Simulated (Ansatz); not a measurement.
# InSe (P-6m2) in Ansatz: a series of runs

Aim: see how the results for InSe move with the level of theory and the settings. Levels: RPBE, revPBE, BLYP. Tasks: band structure.

All numbers are computed with Ansatz 0.2.0; they aren't measurements. Logs are shortened: lines on timing, memory, paths and dates and some standing lists are left out, and cuts for length are marked.

### 1 Starting point

Symmetry: P-6m2, No. 187, hexagonal system. Conventional cell: a = 4.047 Å, b = 4.047 Å, c = 18.052 Å, α = 90.00°, β = 90.00°, γ = 120.00°. In (site symmetry 3m) has 3 Se at 2.65 Å and 1 In at 2.79 Å as nearest neighbours. Around In (site symmetry 3m) lie 3 Se at 2.65 Å and 1 In at 2.79 Å. Around Se (site symmetry 3m) lie 3 In at 2.65 Å. Around Se (site symmetry 3m) lie 3 In at 2.65 Å.

Measurements of this composition are mostly on another form, of space group No. 160.

### 2 Band structure, RPBE

The input, input.yaml:

```yaml
crystal:
  lattice:
    - [4.0473293151, 0.0, 0.0]
    - [-2.0236646576, 3.5050900044, 0.0]
    - [0.0, 0.0, 18.05206491]
  atoms:
    - { symbol: In, position: [0.3333333333, 0.6666666667, 0.07739049] }
    - { symbol: In, position: [0.3333333333, 0.6666666667, 0.92260951] }
    - { symbol: In, position: [0.0, 0.0, 0.42260632] }
    - { symbol: In, position: [0.0, 0.0, 0.57739368] }
    - { symbol: Se, position: [0.3333333333, 0.6666666667, 0.35298428] }
    - { symbol: Se, position: [0.3333333333, 0.6666666667, 0.64701572] }
    - { symbol: Se, position: [0.6666666667, 0.3333333333, 0.14699993] }
    - { symbol: Se, position: [0.6666666667, 0.3333333333, 0.85300007] }
hamiltonian:
  xc: rpbe
  pseudopotentials: { kind: paw }
kpoints:
  mp_grid: { grid: [6, 6, 2] }
  band_path:
    path:
      - [[0.0, 0.0, 0.0], [0.5, 0.0, 0.0], [0.3333333333, 0.3333333333, 0.0], [0.0, 0.0, 0.0], [0.0, 0.0, 0.5], [0.5, 0.0, 0.5], [0.3333333333, 0.3333333333, 0.5], [0.0, 0.0, 0.5]]
      - [[0.5, 0.0, 0.5], [0.5, 0.0, 0.0]]
      - [[0.3333333333, 0.3333333333, 0.0], [0.3333333333, 0.3333333333, 0.5]]
    npoints: 10
scf:
  occupations: { method: fermi_dirac, width: 0.05 }
  n_extra_bands: 20
output:
  forces: true
  stress: true
  eigenvalues: true
  fatbands: false
  write_density: true
  write_potential: true
  elf: true
  volumetric_format: npy
```

Potentials or basis: Ansatz PAW.

Run with:

```console
ansatz run input.yaml --threads 4 --pin off --max-ram 11264MiB --backend cpu --events-out ev --progress --plain --runs-dir out
```

The program printed:

```text
Warning: RAYON_NUM_THREADS=4 ignored (pool sized by the plan → 4); use --threads N
scf.n_extra_bands = 20 over 58 filled bands (N_el = 116.0): the run solves 78 bands
Engine: ansatz 0.2.0, aarch64-unknown-linux-gnu
Pseudopotentials: kind: paw
Pseudopotential: In, paw, valence charge 13, recommended cutoff 420 eV (normal), In.paw.azcp
Pseudopotential: Se, paw, valence charge 16, recommended cutoff 420 eV (normal), Se.paw.azcp
Functional definition: RPBE
  parameter kappa = 0.804
  parameter beta = 0.06672455060314922
  exchange = rpbe_x(kappa = kappa, mu = beta*pi^2/3)
  correlation = pbe_c(beta = beta)
Crystal: 8 atoms, lattice volume = 256.091 Å³
Basis set: ecut = 420 eV, 4981 PW (Γ), exchange–correlation on 60×60×250 points (8 copies of the dense FFT grid, shifted against one another)
Bands: 78, of which v1, the nominal top of the filled ones, is band 58 counted from 1 (57 counted from 0)
Symmetry: 12 space group operations
Space group: P-6m2 (ITA 187), of the structure as read, at distance tolerance 6.4e-5 Å
k-points: 14 of 72 (time reversal used)
Non-local potential: In, projectors of the file, l = 0: 2, l = 1: 2, l = 2: 2, l = 3: 2
Non-local potential: Se, projectors of the file, l = 0: 2, l = 1: 2, l = 2: 3, l = 3: 1
PAW form: soft (Blöchl's): semilocal exchange-correlation on the pseudo side does not see the compensation charge
PAW frozen core: In, regenerated for the run's functional, and the local potential with it (the file was generated under x = pbe(κ = 0.804, μ = 0.2195149727645171), c = pbe(β = 0.06672455060314922))
PAW frozen core: Se, regenerated for the run's functional, and the local potential with it (the file was generated under x = pbe(κ = 0.804, μ = 0.2195149727645171), c = pbe(β = 0.06672455060314922))
PAW one-centre angular grid: In, 590 points (default); XC on 64 Gauss nodes
PAW one-centre angular grid: Se, 590 points (default); XC on 64 Gauss nodes
Initial density: superposition of atomic densities (neutral atoms: chi_scale 0, normalization atom), corrected by the library's trained network
Initial wavefunctions: pseudopotential atomic-orbital guess
Functional: x = rpbe, c = pbe(β = 0.06672455060314922)
SCF iter   1: F=—  HF=-44329.900066 eV  |F-HF|=—  |Δ(HF+E_count)|=         —  Δρ=2.69e-3  dr2=1.12e-2  ethr=1.77e-3  ⟨swp⟩=6.0  Hψ=4242  notcnv=0  defer=69
preconditioner: auto → Resta (q_TF=auto, 2.391 Å⁻¹)  ε∞=2.7  [insulator: Δε(μ)=0.861 eV  Ē_g=15.522 eV  σ=0.050 eV  W_gap=1.00  n_scr=66 (ndim 8)  ℏωp=20.2 eV  f_vac=0.164  D(μ)=0.00/eV (n_scr^D=0)  ε∞_Penn≈2.7]
SCF iter   2: F=—  HF=-44329.894098 eV  |F-HF|=—  |Δ(HF+E_count)|=   5.97e-3  Δρ=9.54e-4  dr2=1.75e-3  ethr=9.65e-6  ⟨swp⟩=2.0  Hψ=1810  notcnv=0  defer=132
SCF iter   3: F=—  HF=-44329.894868 eV  |F-HF|=—  |Δ(HF+E_count)|=   7.70e-4  Δρ=4.49e-4  dr2=4.28e-4  ethr=1.51e-6  ⟨swp⟩=2.0  Hψ=1084  notcnv=0  defer=132
SCF iter   4: F=—  HF=-44329.895249 eV  |F-HF|=—  |Δ(HF+E_count)|=   3.81e-4  Δρ=1.15e-4  dr2=7.69e-5  ethr=3.69e-7  ⟨swp⟩=2.0  Hψ=1149  notcnv=0  defer=132
SCF iter   5: F=—  HF=-44329.895263 eV  |F-HF|=—  |Δ(HF+E_count)|=   1.40e-5  Δρ=4.28e-5  dr2=8.75e-6  ethr=6.63e-8  ⟨swp⟩=2.4  Hψ=1337  notcnv=0  defer=132
SCF iter   6: F=—  HF=-44329.895283 eV  |F-HF|=—  |Δ(HF+E_count)|=   2.00e-5  Δρ=1.12e-5  dr2=4.10e-7  ethr=7.55e-9  ⟨swp⟩=2.0  Hψ=1149  notcnv=0  defer=132
SCF iter   7: F=-44329.895284 eV  HF=-44329.895284 eV  |F-HF|=5.58e-8  |Δ(HF+E_count)|=   1.12e-6  Δρ=3.52e-6  dr2=4.07e-8  ethr=8.62e-11  ⟨swp⟩=16.2  Hψ=9064  notcnv=0
SCF 1 converged in 7 iterations: F = -44329.895284 eV  dr2 = 4.07e-8
  Residual-converged pass: ⟨swp⟩=1.0  Hψ=1148  notcnv=0  max |occ|·‖R‖ = 6.9e-9 eV (tolerance 1.0e-8 eV)  dr2=4.07e-8  dr2_onsite=2.88e-8  max |Δocc| = 1.0e-14
NSCF: frozen V_eff on 93 k-points
SCF converged after 7 iterations
Free energy (F): -44329.895284 eV
Harris-Foulkes:  -44329.895284 eV  (|F-HF|=5.58e-8)
Internal energy: -44329.895278 eV  (E = F + TS)
E sigma→0 (E₀):  -44329.895281 eV
Entropy (-TS):   -0.000006 eV (-0.001 meV/atom)
Fermi energy:    6.491809 eV
--- Per-component energies (eV) ---
  E_band       = -1931.305839
  E_kinetic    = 1444.168048
  E_local      = -16962.447766  (includes V_loc(G=0)·N_el)
  E_nonlocal   = -921.890702
  E_hartree    = 7812.943684
  E_xc         = -1279.631835
  E_vxc        = -786.098622  (∫ρ·V_xc dr)
  E_paw        = -24320.528163  (= ΣΔE_a)
  E_vpaw       = -330.932415  (= ΣTr[D̂ρ^β])
  E_aug_tail   = -0.002284  (compensation charges beyond the density's cutoff)
  E_ewald      = -10101.677288
  E_core_change = -0.828972  (= ΣΔE_core)
  E_smearing   = -0.000006  (= −TS)
  E_closure    = 0.000000  (closes the sum)
  Σ components = -44329.895284   (vs F -44329.895284, Δ=0.00e0)
--- Forces (eV/Å), atoms counted from 1 ---
  atom   1  In    -0.00000000     0.00000000    -0.11650360
  atom   2  In    -0.00000000     0.00000000     0.11650360
  atom   3  In    -0.00000000     0.00000000     0.11466419
  atom   4  In    -0.00000000     0.00000000    -0.11466419
  atom   5  Se     0.00000000    -0.00000000    -0.33970688
  atom   6  Se     0.00000000    -0.00000000     0.33970688
  atom   7  Se     0.00000000     0.00000000     0.34181139
  atom   8  Se     0.00000000     0.00000000    -0.34181139
  max |Σ_I F_I| component: 1.85e-17 eV/Å
--- Stress (GPa, compression-positive) ---
        3.027525      -0.000000       0.000000
       -0.000000       3.027525       0.000000
        0.000000       0.000000       2.840035
  P = ⅓ Tr σ = 2.9650 GPa (29.650 kbar)
--- Band table (eV; the first three rows and the last of 14) ---
  k-point 0: bands = ["-41.0549", "-41.0549", "-41.0549", "-41.0549", "-41.0509", "-41.0509", "-41.0509", "-41.0509", "-41.0199", "-41.0199", "-41.0199", "-41.0199", "-41.0159", "-41.0159", "-41.0159", "-41.0159", "-41.0071", "-41.0071", "-41.0032", "-41.0032", "-8.5087", "-8.5058", "-8.3249", "-8.3249", "-8.3220", "-8.3220", "-8.2434", "-8.2434", "-8.2405", "-8.2405", "-8.2336", "-8.2336", "-8.2306", "-8.2306", "-8.0568", "-8.0568", "-8.0539", "-8.0539", "-8.0330", "-8.0297", "-6.9891", "-6.9166", "-6.8508", "-6.7749", "0.2456", "0.3877", "2.3992", "2.8369", "4.9750", "4.9750", "5.0204", "5.0204", "5.0507", "5.0507", "5.0982", "5.0982", "5.1616", "6.0486", "6.9153", "7.6437", "8.4088", "8.4490", "10.5691", "10.5691", "10.5977", "10.5977", "11.8340", "11.8340", "11.8797", "11.8797", "11.9469", "12.0136", "13.1854", "13.8962", "14.2601", "14.6412", "15.1485", "15.1485"]
  k-point 1: bands = ["-41.0549", "-41.0549", "-41.0549", "-41.0549", "-41.0509", "-41.0509", "-41.0509", "-41.0509", "-41.0199", "-41.0199", "-41.0199", "-41.0199", "-41.0159", "-41.0159", "-41.0159", "-41.0159", "-41.0071", "-41.0071", "-41.0032", "-41.0032", "-8.5087", "-8.5058", "-8.3249", "-8.3249", "-8.3220", "-8.3220", "-8.2434", "-8.2434", "-8.2405", "-8.2405", "-8.2336", "-8.2336", "-8.2306", "-8.2306", "-8.0568", "-8.0568", "-8.0539", "-8.0539", "-8.0328", "-8.0299", "-6.9634", "-6.9606", "-6.8052", "-6.8022", "0.3107", "0.3146", "2.6043", "2.6099", "4.9901", "4.9901", "4.9923", "4.9923", "5.0798", "5.0798", "5.0820", "5.0820", "5.5404", "5.5511", "7.3400", "7.3549", "8.4305", "8.4383", "10.5821", "10.5821", "10.5843", "10.5843", "11.8561", "11.8561", "11.8578", "11.8578", "11.9716", "11.9757", "13.4654", "13.4771", "14.5071", "14.5419", "15.2244", "15.2244"]
  k-point 2: bands = ["-41.0549", "-41.0549", "-41.0548", "-41.0548", "-41.0509", "-41.0509", "-41.0508", "-41.0508", "-41.0199", "-41.0199", "-41.0199", "-41.0199", "-41.0160", "-41.0160", "-41.0159", "-41.0159", "-41.0071", "-41.0071", "-41.0032", "-41.0032", "-8.5116", "-8.5087", "-8.3971", "-8.3936", "-8.3341", "-8.3303", "-8.3215", "-8.3186", "-8.2401", "-8.2371", "-8.2259", "-8.2230", "-8.2207", "-8.2177", "-8.0942", "-8.0912", "-8.0590", "-8.0560", "-7.9680", "-7.9650", "-6.7304", "-6.6643", "-6.6074", "-6.5380", "0.3741", "0.4694", "2.3434", "2.4980", "3.7619", "3.9137", "3.9340", "4.3438", "4.6640", "4.7273", "4.7729", "4.8403", "5.3963", "5.9218", "7.9965", "8.3272", "9.0382", "9.1437", "9.9760", "10.0500", "10.7976", "10.8366", "10.9450", "11.0745", "12.3502", "12.3655", "12.4289", "12.5444", "12.8141", "13.5023", "13.5803", "14.4711", "14.7759", "15.0348"]
  k-point 13: bands = ["-41.0547", "-41.0547", "-41.0547", "-41.0547", "-41.0507", "-41.0507", "-41.0507", "-41.0507", "-41.0199", "-41.0199", "-41.0199", "-41.0199", "-41.0160", "-41.0160", "-41.0160", "-41.0160", "-41.0070", "-41.0070", "-41.0031", "-41.0031", "-8.6163", "-8.6134", "-8.5241", "-8.5213", "-8.4472", "-8.4442", "-8.3419", "-8.3390", "-8.2336", "-8.2306", "-8.1967", "-8.1937", "-8.1858", "-8.1829", "-8.0903", "-8.0891", "-8.0874", "-8.0861", "-7.8910", "-7.8879", "-5.7027", "-5.6992", "-5.6395", "-5.6360", "0.1601", "0.1626", "0.9495", "0.9512", "2.4676", "2.4770", "2.7725", "2.7863", "3.8232", "3.8418", "4.2058", "4.2859", "4.5312", "4.6089", "8.2433", "8.2936", "8.7628", "8.8262", "9.6983", "9.7941", "10.7583", "10.9089", "11.9800", "11.9873", "12.9709", "13.0351", "13.0821", "13.2936", "13.5680", "14.2862", "14.3564", "14.3815", "14.5371", "15.1979"]
```

It took 34 s on 4 threads of Arm Neoverse V2, shared host; peak memory 1.4 GiB.

What came out:

```yaml
Free_energy: -44329.8953 eV
Pressure: 3.0 GPa
Largest_force: 0.342 eV/Å
Band_gap_on_the_k_mesh: 0.87 eV, direct
Band_gap_along_the_path: 0.87 eV, direct
```

Forces on the atoms (eV/Å):
```
In   0.000  0.000 -0.117
In   0.000  0.000  0.117
In   0.000  0.000  0.115
In   0.000  0.000 -0.115
Se   0.000  0.000 -0.340
Se   0.000  0.000  0.340
Se   0.000  0.000  0.342
Se   0.000  0.000 -0.342
```

Levels at the corners of the path, in eV from the valence-band top:
| point | band 56 | band 57 | band 58 | band 59 | band 60 | band 61 |
| --- | --- | --- | --- | --- | --- | --- |
| Γ | -0.95 | -0.89 | 0.00 | 0.87 | 1.60 | 2.36 |
| M | -1.86 | -1.42 | -1.30 | 1.82 | 1.82 | 2.03 |
| K | -1.76 | -1.52 | -1.49 | 2.23 | 2.23 | 2.72 |
| Γ | -0.95 | -0.89 | 0.00 | 0.87 | 1.60 | 2.36 |
| A | -0.97 | -0.51 | -0.50 | 1.29 | 1.31 | 2.38 |
| L | -1.89 | -1.36 | -1.32 | 1.73 | 1.80 | 2.02 |
| H | -1.76 | -1.52 | -1.44 | 2.19 | 2.24 | 2.71 |
| A | -0.97 | -0.51 | -0.50 | 1.29 | 1.31 | 2.38 |
| L | -1.89 | -1.36 | -1.32 | 1.73 | 1.80 | 2.02 |
| M | -1.86 | -1.42 | -1.30 | 1.82 | 1.82 | 2.03 |
| K | -1.76 | -1.52 | -1.49 | 2.23 | 2.23 | 2.72 |
| H | -1.76 | -1.52 | -1.44 | 2.19 | 2.24 | 2.71 |

Caveat: spin-orbit coupling is left out, which moves the levels of the heavy elements; this functional lacks dispersion, which binds the layers, so the pressure and a relaxed spacing across them are unreliable; the PAW data sets come from PBE, with cores solved anew for the run's functional, which leaves a small shift of forces and pressure.

(Part 1 of 2 ends here.)
